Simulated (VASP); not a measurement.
Input of a VASP 6.6.1 run:

INCAR

```
  ALGO = Fast
  EDIFF = 1E-6
  ENCUT = 520
  GGA = PE
  ISIF = 2
  ISMEAR = 0
  LASPH = True
  LCHARG = False
  LREAL = False
  LWAVE = False
  NBANDS = 8
  NELM = 60
  PREC = Accurate
  SIGMA = 0.1
```

KPOINTS

```
k-points
0
Gamma
  16 16 16
```

The input POSCAR:

```
Li
1.0
   -1.7546725000      1.7546725000      1.7546725000
    1.7546725000     -1.7546725000      1.7546725000
    1.7546725000      1.7546725000     -1.7546725000
Li
1
Direct
    0.0000000000      0.0000000000      0.0000000000
```

Potentials or basis: VASP PAW PBE potentials, release 64 (Li_sv).

Command:

```console
$ cat potpaw_PBE.64/Li_sv/POTCAR > POTCAR
$ mpirun -np 1 vasp_std > vasp.out
```

Predict the band gap on the k mesh.

none (metal or under the smearing width).
